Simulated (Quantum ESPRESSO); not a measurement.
Ge: equation of state with r2SCAN

**The experiment to reproduce.**

From “Sub-monolayer structures of Ag overlayers on Ge(111): experimental observations and first-principles study”, 2019, arxiv:1908.00180, for a bulk crystal of Ge: bulk modulus 75.8 GPa.

Ge:

```
Ge
1.0
     0.00000    2.82891    2.82891
     2.82891    0.00000    2.82891
     2.82891    2.82891    0.00000
Ge
2
Direct
  0.75000 0.75000 0.75000
  0.50000 0.50000 0.50000
```

- Program: Quantum ESPRESSO 7.5
- Task: equation of state
- Functional: r2SCAN
- Potentials or basis: SG15 PBE 1.2
- Cutoff: 952 eV
- Density cutoff: 3810 eV
- k mesh: 6 × 6 × 6
- Occupations: fermi-dirac, width 0.05 eV
- Spin: no spin polarisation
- Symmetry: off
- Mixing beta: 0.5
- Most SCF iterations: 120
- SCF threshold: 1e-08 Ry

| Property | Result |
| --- | --- |
| Equilibrium volume | 22.21 Å³/atom |
| Bulk modulus | 72 GPa |
| Pressure derivative of the bulk modulus | 3.4 |

Energy against volume, from the lowest point:
```
volume (Å³/atom)  energy (meV/atom)
          21.281               9.31
          21.733               2.33
          22.186               0.00
          22.639               1.69
          23.092               7.27
          23.545              16.37
          23.997              28.56
```

All runs of the series together: 37 min on 2 threads of Arm Neoverse V1 (shared host).

Measured bulk modulus of Ge: 75.8 GPa (quoted in “Sub-monolayer structures of Ag overlayers on Ge(111): experimental observations and first-principles study”, 2019, arxiv:1908.00180). This calculation gives 72 GPa (-5.2 %). The fit is for a static lattice scaled at fixed shape and fixed fractional positions.

Caveat: the potentials were made for another functional, which shifts forces and pressure.
